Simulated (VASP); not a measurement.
# Ga (Cmcm) in VASP: notebook

Runs on Ga. Level: PBE. Tasks: relaxation of cell and atoms.

All numbers are computed with VASP 6.6.1; they aren't measurements. Logs are shortened: lines on timing, memory, paths and dates and some standing lists are left out, and cuts for length are marked.

**1. The crystal as given**

It takes space group Cmcm (No. 63, orthorhombic). The conventional cell has a = 2.900 Å, b = 8.130 Å, c = 3.170 Å, α = 90.00°, β = 90.00°, γ = 90.00°. Ga (site symmetry m2m) has 8 Ga at 2.68 to 2.90 Å as nearest neighbours.

This isn't the form of Ga at room conditions, which is orthorhombic.

**2. Relaxation of cell and atoms, PBE**

Contents of INCAR:

```
SYSTEM = Ga
PREC     = Accurate       ! precision mode
ENCUT    = 520            ! plane-wave cutoff, eV
EDIFF    = 1E-6           ! SCF threshold, eV
ISMEAR   = 0              ! smearing method
SIGMA    = 0.1            ! smearing width, eV
LREAL    = .False.        ! projectors in reciprocal space
LASPH    = .True.         ! aspherical terms in the spheres
NELM     = 120            ! most SCF steps
ALGO     = Normal         ! electronic algorithm
ISIF     = 3              ! what is computed and relaxed
LWAVE    = .False.        ! write WAVECAR
LCHARG   = .False.        ! write CHGCAR
GGA      = PE             ! functional
IBRION   = 2              ! ionic algorithm
NSW      = 90             ! ionic steps
EDIFFG   = -0.01          ! ionic threshold
```

Contents of KPOINTS:

```
Automatic mesh
0
Gamma
  16 16 14
  0 0 0
```

Contents of POSCAR:

```
Ga
1.0
    1.4500000000     -4.0650000000      0.0000000000
    1.4500000000      4.0650000000      0.0000000000
    0.0000000000      0.0000000000      3.1700000000
Ga
2
Direct
    0.8670000000      0.1330000000      0.2500000000
    0.1330000000      0.8670000000      0.7500000000
```

Potentials or basis: VASP PAW PBE potentials, release 64 (Ga_d).

Command:

```sh
$ cat potpaw_PBE.64/Ga_d/POTCAR > POTCAR
$ mpirun -np 1 vasp_std > vasp.out
```

OUTCAR:

```text
SYSTEM = Ga
   PREC = Accurate
   ENCUT = 520
   EDIFF = 1E-6
   ISMEAR = 0
   LREAL = .False.
   LASPH = .True.
   NELM = 120
   ISIF = 3
   GGA = PE
   IBRION = 2
   NSW = 90
   EDIFFG = -0.01

 ion  position               nearest neighbor table
   1  0.867  0.133  0.250-   2 2.68   2 2.68   2 2.87   2 2.87   2 2.87   2 2.87
   2  0.133  0.867  0.750-   1 2.68   1 2.68   1 2.87   1 2.87   1 2.87   1 2.87

  LATTYP: Found a base centered orthorhombic cell.
 ALAT       =     2.9000000000
 B/A-ratio  =     2.8034482759
 C/A-ratio  =     1.0931034483

  Lattice vectors:

 A1 = (   1.4500000000,  -4.0650000000,   0.0000000000)
 A2 = (   1.4500000000,   4.0650000000,   0.0000000000)
 A3 = (   0.0000000000,   0.0000000000,   3.1700000000)

Analysis of symmetry for initial positions (statically):
=====================================================================
 Subroutine PRICEL returns:
 Original cell was already a primitive cell.

 Routine SETGRP: Setting up the symmetry group for a
 base centered orthorhombic supercell.

 Subroutine GETGRP returns: Found  8 space group operations
 (whereof  4 operations were pure point group operations)
 out of a pool of  8 trial point group operations.

The static configuration has the point symmetry C_2h.
 The point group associated with its full space group is D_2h.

Analysis of symmetry for dynamics (positions and initial velocities):
=====================================================================
 Subroutine PRICEL returns:
 Original cell was already a primitive cell.

 Routine SETGRP: Setting up the symmetry group for a
 base centered orthorhombic supercell.

 Subroutine GETGRP returns: Found  8 space group operations
 (whereof  4 operations were pure point group operations)
 out of a pool of  8 trial point group operations.

The dynamic configuration has the point symmetry C_2h.
 The point group associated with its full space group is D_2h.

 Subroutine INISYM returns: Found  8 space group operations
 (whereof  4 operations are pure point group operations),
 and found     1 'primitive' translations

----------------------------------------------------------------------------------------

                                     Primitive cell

  volume of cell :      37.3695

  direct lattice vectors                    reciprocal lattice vectors
     1.450000000 -4.065000000  0.000000000     0.344827586 -0.123001230  0.000000000
     1.450000000  4.065000000  0.000000000     0.344827586  0.123001230  0.000000000
[... 111 lines left out ...]
   LHFCALC =     F    Hartree Fock is set to
   AEXX    =    0.0000 exact exchange contribution
   IVDW    =     0    specifies the selected vdW correction
   LEPSILON=     F    determine dielectric tensor
   LRPA    =     F    only Hartree local field effects (RPA)
 conjugate gradient relaxation of ions
 non-spin polarized calculation
 Gauss-broadening in eV      SIGMA  =   0.10
  energy-cutoff  :      520.00
  volume of cell :       37.37
 maximum number of plane-waves:      1030
   NGX = 17   NGY = 17   NGZ = 11

--------------------------------------- Ionic step        1  -------------------------------------------

 number of electron      26.0000003 magnetization

 Free energy of the ion-electron system (eV)
  ---------------------------------------------------
  ext. energy  EPLUGINS =         0.00000000
  ---------------------------------------------------
  free energy    TOTEN  =        -5.75588951 eV

  energy without entropy =       -5.75106342  energy(sigma->0) =       -5.75347647

------------------------ aborting loop because EDIFF is reached ----------------------------------------

  FORCE on cell =-STRESS in cart. coord.  units (eV):
  Direction    XX          YY          ZZ          XY          YZ          ZX
  --------------------------------------------------------------------------------------
  -------------------------------------------------------------------------------------
  Total        0.0230045      0.4756502      0.6558570      0.0000000      0.0000000      0.0000000
  in kB        0.9862915     20.3929704     28.1191347      0.0000000      0.0000000      0.0000000
  external PRESSURE =      16.4994655 kB  Pullay stress =       0.0000000 kB
[... 89 lines left out ...]
  FREE ENERGIE OF THE ION-ELECTRON SYSTEM (eV)
  ---------------------------------------------------
  free  energy   TOTEN  =        -5.7714944451 eV

  energy  without entropy=       -5.7667888910  energy(sigma->0) =       -5.76914167

[... ionic steps 4 to 16 ...]

--------------------------------------- Ionic step       17  -------------------------------------------

 number of electron      25.9999995 magnetization

------------------------ aborting loop because EDIFF is reached ----------------------------------------
[... 67 lines left out ...]
--------------------------------------- Ionic step       19  -------------------------------------------

 number of electron      25.9999994 magnetization

 Free energy of the ion-electron system (eV)
  ---------------------------------------------------
  ext. energy  EPLUGINS =         0.00000000
  ---------------------------------------------------
  free energy    TOTEN  =        -5.78545923 eV

  energy without entropy =       -5.78165466  energy(sigma->0) =       -5.78355695

 E-fermi :   5.4031     XC(G=0): -10.8859

 val. band max:        5.4027730177   @ k =   0.1875   0.1250   0.2143
 cond. band min:       5.4072057733   @ k =   0.5000  -0.0000   0.0000
 fundamental gap:      0.0044327556
 Fermi energy:         5.4031365405

 k-point     1 :       0.0000    0.0000    0.0000
  band No.  band energies     occupation
      1      -9.7678      2.00000
      2      -9.7646      2.00000
      3      -9.7164      2.00000
      4      -9.7082      2.00000
      5      -9.4699      2.00000
      6      -9.4668      2.00000
[... 457 lines left out ...]
      4      -9.6942      2.00000
      5      -9.4733      2.00000
      6      -9.4725      2.00000
[... 9 lines left out ...]
     16      14.2783      0.00000
     17      15.8246      0.00000

 [... further k-points ...]

------------------------ aborting loop because EDIFF is reached ----------------------------------------

  FORCE on cell =-STRESS in cart. coord.  units (eV):
  Direction    XX          YY          ZZ          XY          YZ          ZX
  --------------------------------------------------------------------------------------
  -------------------------------------------------------------------------------------
  Total        0.0114795      0.0119421      0.0143665      0.0000000      0.0000000      0.0000000
  in kB        0.4793036      0.4986196      0.5998427      0.0000000      0.0000000      0.0000000
  external PRESSURE =       0.5259220 kB  Pullay stress =       0.0000000 kB
[... 17 lines left out ...]
  FREE ENERGIE OF THE ION-ELECTRON SYSTEM (eV)
  ---------------------------------------------------
  free  energy   TOTEN  =        -5.7854592297 eV

  energy  without entropy=       -5.7816546624  energy(sigma->0) =       -5.78355695

 reached required accuracy - stopping structural energy minimisation
```

OSZICAR:

```text
N       E                     dE             d eps       ncg     rms          rms(c)
DAV:   1     0.110504547670E+03    0.11050E+03   -0.13970E+04 20385   0.290E+03
DAV:   2     0.110562430359E+01   -0.10940E+03   -0.10823E+03 21256   0.365E+02
[... 143 lines left out ...]
  18 F= -.57854571E+01 E0= -.57835626E+01  d E =-.485330E-04
       N       E                     dE             d eps       ncg     rms          rms(c)
DAV:   1    -0.578560157509E+01   -0.14434E-03   -0.41099E-03 22461   0.769E-01    0.786E-02
DAV:   2    -0.578550070616E+01    0.10087E-03   -0.36797E-04 24374   0.336E-01    0.407E-02
DAV:   3    -0.578546182859E+01    0.38878E-04   -0.44236E-05 31274   0.121E-01    0.942E-03
DAV:   4    -0.578545916433E+01    0.26643E-05   -0.81431E-06 22122   0.363E-02    0.843E-04
DAV:   5    -0.578545922967E+01   -0.65347E-07   -0.14389E-06 10770   0.174E-02
  19 F= -.57854592E+01 E0= -.57835569E+01  d E =-.506424E-04
```

Run time: 43 min. Hardware: 1 thread of Intel Xeon Platinum 8375C at 2.90GHz (Ice Lake), shared host; peak memory 0.45 GiB.

What came out:

| Property | Result |
| --- | --- |
| Free energy | -5.7855 eV |
| Relaxed volume | 19.19 Å³/atom |
| Relaxed cell | a = 4.280 Å, b = 4.280 Å, c = 3.382 Å, α = 90.00°, β = 90.00°, γ = 141.72° |
| Space group after relaxing (to 0.05 Å) | Cmcm (No. 63) |
| Energy gained by relaxing | 14.8 meV/atom |
| Ionic steps | 19 |
| Pressure after relaxing | 0.1 GPa |
| Band gap on the k mesh | none (metal or under the smearing width) |

Forces on the atoms (eV/Å):
```
Ga   0.000  0.002  0.000
Ga   0.000 -0.002  0.000
```

Step by step:
```
step  energy change (eV)  largest force (eV/Å)  pressure (GPa)  volume (Å³)
   1              0.0000                0.1989            1.65        37.37
   2             -0.0137                0.0678            0.18        38.42
   3             -0.0156                0.0206           -0.32        38.85
   4             -0.0158                0.0030           -0.45        39.02
   5             -0.0192                0.0359           -0.25        38.85
   6             -0.0252                0.1365            0.10        38.33
   7             -0.0276                0.0686            0.23        38.26
   8             -0.0277                0.0580            0.04        38.24
   9             -0.0293                0.0045            0.10        38.28
  10             -0.0293                0.0142            0.13        38.28
  11             -0.0293                0.0308            0.14        38.29
  12             -0.0293                0.0183            0.08        38.28
  13             -0.0295                0.0137           -0.01        38.38
  14             -0.0295                0.0121            0.00        38.41
  15             -0.0295                0.0088           -0.14        38.49
  16             -0.0295                0.0109           -0.17        38.45
  17             -0.0295                0.0116           -0.11        38.43
  18             -0.0296                0.0014            0.10        38.35
  19             -0.0296                0.0021            0.05        38.37
```

Final structure:
```
Ga
1.0
     1.40331   -4.04314    0.00000
     1.40331    4.04314    0.00000
     0.00000    0.00000    3.38158
Ga
2
Cartesian
  1.4033 -2.9597 0.8454
  1.4033 2.9597 2.5362
```

PBE usually gives volumes a little too large and moduli too small. Zero-point motion and thermal expansion aren't in these numbers.

**3. Relaxation of cell and atoms, PBE**

This run uses another cell than the first one, of 19.19 Å³/atom, 1.027 times its volume.

Changes to INCAR since step 2:

```diff
@@ -3,3 +3,3 @@
 ENCUT    = 520            ! plane-wave cutoff, eV
-EDIFF    = 1E-6           ! SCF threshold, eV
+EDIFF    = 1E-7           ! SCF threshold, eV
 ISMEAR   = 0              ! smearing method
@@ -15,3 +15,4 @@
 IBRION   = 2              ! ionic algorithm
-NSW      = 90             ! ionic steps
-EDIFFG   = -0.01          ! ionic threshold
+NSW      = 60             ! ionic steps
+EDIFFG   = -0.005         ! ionic threshold
+POTIM    = 0.3            ! step
```

KPOINTS is that of step 2.

Contents of POSCAR:

```
Ga                                      
1.0
    1.4033118120     -4.0431438401      0.0000000000
    1.4033118120      4.0431438401     -0.0000000000
    0.0000000000     -0.0000000000      3.3815819169
  Ga            
     2
Direct
     0.8660110816389434    0.1339889183610568    0.2500000000000000
     0.1339889183610568    0.8660110816389434    0.7500000000000000
```

Potentials or basis: VASP PAW PBE potentials, release 64 (Ga_d).

Command:

```sh
$ cat potpaw_PBE.64/Ga_d/POTCAR > POTCAR
$ mpirun -np 1 vasp_std > vasp.out
```

It took 5.2 min on 1 thread of Intel Xeon Platinum 8375C at 2.90GHz (Ice Lake), shared host; peak memory 0.43 GiB.

Results (log left out):

```yaml
Free_energy: -5.7857 eV
Pressure_after_relaxing: 0.0 GPa
Band_gap_on_the_k_mesh: none (metal or under the smearing width)
```

Forces on the atoms (eV/Å):
```
Ga   0.000  0.002  0.000
Ga   0.000 -0.002  0.000
```

Final structure:
```
Ga
1.0
     1.40331   -4.04314    0.00000
     1.40331    4.04314    0.00000
     0.00000    0.00000    3.38158
Ga
2
Direct
  0.86601 0.13399 0.25000
  0.13399 0.86601 0.75000
```

Levels at points of the mesh, in eV from the Fermi level:
```csv
k point,band 9,band 10,band 11,band 12,band 13,band 14,band 15,band 16,band 17
"(0.00, 0.00, 0.00)",-14.82,-14.69,-11.05,-1.93,-1.66,1.45,5.21,9.11,9.94
"(0.50, 0.00, 0.00)",-14.75,-14.71,-6.05,-5.03,-1.34,0.00,5.70,6.28,8.15
"(0.50, 0.50, 0.00)",-14.79,-14.75,-9.07,-8.30,3.63,4.52,5.49,5.77,7.14
"(0.00, 0.00, 0.50)",-14.75,-14.75,-7.72,-7.72,1.65,1.65,2.50,2.50,11.17
"(0.50, 0.00, 0.50)",-14.71,-14.71,-2.90,-2.90,-1.74,-1.74,1.98,1.98,4.37
"(0.50, 0.50, 0.50)",-14.82,-14.82,-6.05,-6.05,-4.23,-4.23,10.43,10.43,11.62
```

Caveat: the relaxation stopped at its first step, so nothing moved.
